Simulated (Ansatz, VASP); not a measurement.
## BAs: VASP beside Ansatz

```
CELL_PARAMETERS angstrom
0.00000 2.38850 2.38850
2.38850 0.00000 2.38850
2.38850 2.38850 0.00000
ATOMIC_POSITIONS crystal
B 0.00000 0.00000 0.00000
As 0.75000 0.75000 0.75000
```

Alike in both runs: task single point; functional PBEsol; k mesh 12 × 12 × 12; occupations gaussian, width 0.05 eV; no spin polarisation.

```csv
,VASP,Ansatz
version,VASP 6.6.1,Ansatz 0.2.0
potentials or method,"VASP PAW PBE potentials, release 64 (B, As)","scalar-relativistic, plane waves, PAW"
plane-wave cutoff (eV),520,420
valence electrons in the cell,8,18
```

|  | VASP | Ansatz | Ansatz less VASP |
| --- | --- | --- | --- |
| gap on the k mesh at the Fermi level (eV) | 1.08 | 1.09 | +0.009 |
| least direct gap on the mesh (eV) | 3.24 | 3.24 | +0.004 |
| pressure (GPa) | 0.1 | -0.8 | -0.85 |

The two sets of potentials don't hold the same shells in valence.

Caveats: the PAW data sets were made with another functional, which shifts forces and pressure a little (VASP). A k mesh can miss the band edges. A hybrid or GW would open this gap; PBEsol tends to underestimate it.
